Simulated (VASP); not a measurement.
Crystal: SrTe.

```
Te Sr
1.0
     0.00000    3.35584    3.35584
     3.35584    0.00000    3.35584
     3.35584    3.35584    0.00000
Te Sr
1 1
Direct
  0.50000 0.50000 0.50000
  0.00000 0.00000 0.00000
```

The cell was built by a generator and needn't be a form met in nature.

| Property | Result |
| --- | --- |
| Program | VASP 6.6.1 |
| Task | relaxation of cell and atoms |
| Functional | PBEsol |
| Potentials or basis | VASP PAW PBE potentials, release 64 (Te, Sr_sv) |
| Cutoff | 600 eV |
| k mesh | 8 × 8 × 8 |
| Occupations | gaussian, width 0.03 eV |
| Spin | no spin polarisation |

At the start: pressure -1.4 GPa; volume 37.79 Å³/atom.

Task: How do energy, volume and symmetry change on relaxing?

Result: Over 3 steps the energy falls by 7.3 meV/atom and the volume is 36.19 Å³/atom (-4.3 %); space group Fm-3m (No. 225, to 0.05 Å).

The path:
```csv
step,energy change (eV),largest force (eV/Å),pressure (GPa),volume (Å³)
1,0.0000,0.0000,-1.40,75.58
2,-0.0145,0.0000,0.18,72.02
3,-0.0147,0.0000,0.00,72.37
```

Final structure:
```
CELL_PARAMETERS angstrom
0.00000 3.30760 3.30760
3.30760 0.00000 3.30760
3.30760 3.30760 0.00000
ATOMIC_POSITIONS crystal
Te 0.50000 0.50000 0.50000
Sr 0.00000 0.00000 0.00000
```

Caveat: the PAW data sets were made with another functional, which shifts forces and pressure a little.
